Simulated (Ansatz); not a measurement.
Crystal: PbS.

```xyz
2
Lattice="4.0897 0.0000 0.0000 -2.0448 3.5418 0.0000 0.0000 0.0000 3.7882" Properties=species:S:1:pos:R:3 pbc="T T T"
Pb    0.0000    0.0000    0.0000
S     2.0448    1.1806    1.8941
```

Measurements of this composition are mostly on another form, of space group No. 225.

| Quantity | Value |
| --- | --- |
| Program | Ansatz 0.2.0 |
| Task | relaxation of cell and atoms |
| Functional | B3LYP |
| Potentials or basis | Ansatz PAW |
| Cutoff | 420 eV (not typed: the program's choice for these potentials) |
| k mesh | 4 × 4 × 4 |
| Occupations | fermi-dirac, width 0.05 eV |
| Spin | no spin polarisation |

At the start: volume 27.44 Å³/atom.

Problem. Where does the relaxation end?

Solution. It ends after 5 steps and the volume is 28.42 Å³/atom (+3.6 %); space group P-6m2 (No. 187, to 0.05 Å).

Step by step:
```
step  energy change (eV)  largest force (eV/Å)  volume (Å³)
   1              0.0000                0.0000        54.87
   2             -0.0086                0.0000        57.76
   3             -0.0112                0.0000        56.92
   4             -0.0112                0.0000        56.84
   5             -0.0114                0.0000        56.84
```

Final structure:
```cif
data_structure
_symmetry_space_group_name_H-M 'P 1'
_symmetry_Int_Tables_number 1
_cell_length_a 4.1381
_cell_length_b 4.1381
_cell_length_c 3.8329
_cell_angle_alpha 90.000
_cell_angle_beta 90.000
_cell_angle_gamma 120.000
_cell_volume 56.84
loop_
_atom_site_label
_atom_site_type_symbol
_atom_site_fract_x
_atom_site_fract_y
_atom_site_fract_z
_atom_site_occupancy
Pb1 Pb 0.00000 0.00000 0.00000 1
S1 S 0.66667 0.33333 0.50000 1
```

Caveat: the k mesh is coarse (spacing up to 0.44 Å⁻¹), so the values aren't converged, least of all with exact exchange; the plane-wave basis is chosen anew once the cell has moved, so the energies of steps on either side of that aren't comparable; the PAW data sets come from PBE, with cores solved anew for the run's functional, which leaves a small shift of forces and pressure.
